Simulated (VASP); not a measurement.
**VASP 6.6.1 run: SrTiO3**

INCAR

```
ENCUT = 520
NELM = 77
EDIFF = 0.0001
NBANDS = 32
NSW = 0
ISMEAR = 2
LREAL = .FALSE.
ISIF = 2
SIGMA = 0.2
LWAVE = .FALSE.
LCHARG = .FALSE.
GGA = PE
IBRION = -1
PREC = Accurate
LASPH = .TRUE.
```

KPOINTS

```
KPOINTS created by Atomic Simulation Environment
0
Gamma
6 6 6
0 0 0
```

POSCAR

```
Sr Ti O
 1.0000000000000000
     3.9068515015636387    0.0000000000000000    0.0000000000000000
     0.0000000000000000    3.9068515015636387    0.0000000000000000
     0.0000000000000000    0.0000000000000000    3.9068515015636387
 Sr  Ti  O
   1   1   3
Cartesian
  0.0000000000000000 -0.0000000000000000  0.0000000000000000
  1.9534257507818193  1.9534257507818193  1.9534257507818193
  1.9534257507818193  1.9534257507818193 -0.0000000000000000
  1.9534257507818193  0.0000000000000000  1.9534257507818193
  0.0000000000000000  1.9534257507818193  1.9534257507818193
```

The recommended PBE PAW datasets give the neutral cell 40 valence electrons.

Command

```
mpirun -np 1 vasp_std
```

OSZICAR

```
N       E                     dE             d eps       ncg     rms          rms(c)
DAV:   1     0.411206946408E+03    0.41121E+03   -0.20998E+04  1280   0.140E+03
DAV:   2    -0.888264820307E+01   -0.42009E+03   -0.39386E+03  1432   0.398E+02
DAV:   3    -0.484746551860E+02   -0.39592E+02   -0.39204E+02  1856   0.120E+02
DAV:   4    -0.503227456601E+02   -0.18481E+01   -0.18452E+01  1776   0.208E+01
DAV:   5    -0.503705308550E+02   -0.47785E-01   -0.47783E-01  1680   0.292E+00    0.266E+01
DAV:   6    -0.403773580856E+02    0.99932E+01   -0.33519E+01  1616   0.565E+01    0.147E+01
DAV:   7    -0.401690938675E+02    0.20826E+00   -0.52746E+00  1496   0.189E+01    0.110E+01
DAV:   8    -0.401902297037E+02   -0.21136E-01   -0.12961E+00  1528   0.118E+01    0.317E+00
DAV:   9    -0.400953675464E+02    0.94862E-01   -0.31418E-01  1656   0.503E+00    0.158E+00
DAV:  10    -0.400804526350E+02    0.14915E-01   -0.38357E-02  1576   0.173E+00    0.528E-01
DAV:  11    -0.400781604341E+02    0.22922E-02   -0.11747E-02  1656   0.109E+00    0.104E-01
DAV:  12    -0.400781549389E+02    0.54951E-05   -0.14383E-03  1480   0.397E-01    0.969E-02
DAV:  13    -0.400781869245E+02   -0.31986E-04   -0.22965E-04  1312   0.981E-02
   1 F= -.40078187E+02 E0= -.40078159E+02  d E =-.111602E-03
```

From OUTCAR

```
k-points           NKPTS =     20   k-points in BZ     NKDIM =     20   number of bands    NBANDS=     32

   NELECT =      40.0000    total number of electrons

   dimension x,y,z NGX =    30 NGY =   30 NGZ =   30
   dimension x,y,z NGXF=    60 NGYF=   60 NGZF=   60

  energy-cutoff  :      520.00
  volume of cell :       59.63
      direct lattice vectors                 reciprocal lattice vectors
     3.906851502  0.000000000  0.000000000     0.255960586  0.000000000  0.000000000
     0.000000000  3.906851502  0.000000000     0.000000000  0.255960586  0.000000000
     0.000000000  0.000000000  3.906851502     0.000000000  0.000000000  0.255960586

 k-points in reciprocal lattice and weights: KPOINTS created by Atomic Simulation Env
   0.00000000  0.00000000  0.00000000       0.005
   0.16666667  0.00000000  0.00000000       0.028
   0.33333333  0.00000000  0.00000000       0.028
   0.50000000  0.00000000  0.00000000       0.014
   0.16666667  0.16666667  0.00000000       0.056
   0.33333333  0.16666667  0.00000000       0.111
   0.50000000  0.16666667  0.00000000       0.056
   0.33333333  0.33333333  0.00000000       0.056
   ...

 E-fermi :   4.2555

 k-point     1 :       0.0000    0.0000    0.0000
  band No.  band energies     occupation
      1     -52.3163      2.00000
      2     -28.6364      2.00000
      3     -28.5612      2.00000
      4     -28.5612      2.00000
      5     -28.5612      2.00000
      6     -13.2697      2.00000
      7     -12.2866      2.00000
      8     -12.2866      2.00000
      9     -10.6286      2.00000
     10     -10.6286      2.00000
     11     -10.6286      2.00000
     12       1.3319      2.00000
     13       1.3319      2.00000
     14       1.3319      2.00000
     15       2.9866      2.00000
     16       2.9866      2.00000
     17       2.9866      2.00000
     18       3.7976      1.99285
     19       3.7976      1.99285
     20       3.7976      1.99285
     21       6.0077      0.00000
     22       6.0077      0.00000
     23       6.0077      0.00000
     24       8.4498      0.00000
     25       8.4498      0.00000
     26       9.5562      0.00000
     27       9.5562      0.00000
     28      10.3533      0.00000
     29      12.5224      0.00000
     30      12.5224      0.00000
     31      12.5224      0.00000
     32      19.9640      0.00000

 ...

  Total        1.7358752      1.7358752      1.7358752      0.0000000      0.0000000     -0.0000000
  in kB       46.6389085     46.6389085     46.6389085      0.0000000      0.0000000     -0.0000000
  external PRESSURE =      46.6389085 kB  Pullay stress =       0.0000000 kB

 POSITION                                       TOTAL-FORCE (eV/Angst)
 -----------------------------------------------------------------------------------
      0.00000      0.00000      0.00000         0.000000      0.000000      0.000000
      1.95343      1.95343      1.95343         0.000000      0.000000      0.000000
      1.95343      1.95343      0.00000         0.000000      0.000000      0.000000
      1.95343      0.00000      1.95343         0.000000      0.000000      0.000000
      0.00000      1.95343      1.95343         0.000000      0.000000      0.000000
 -----------------------------------------------------------------------------------
    total drift:                                0.000000      0.000000     -0.000000

  FREE ENERGIE OF THE ION-ELECTRON SYSTEM (eV)
  ---------------------------------------------------
  free  energy   TOTEN  =       -40.0781869245 eV

  energy  without entropy=      -40.0780753221  energy(sigma->0) =      -40.07815902
```

It converged. Results: gap between bands v and c on the k mesh 1.85 eV; least direct gap on the k mesh 2.21 eV; pressure 4.7 GPa. Band v is the last that the valence electrons fill when counted band by band, and c is the next.

For comparison, a separate PBE run of the intended cell, on usual settings and not on those above, gives a gap of 1.85 eV on its mesh and a pressure of 4.7 GPa.

The run above took about 33 s on one core of a shared host (Intel Xeon Platinum 8488C) and held 0.19 GiB at most.
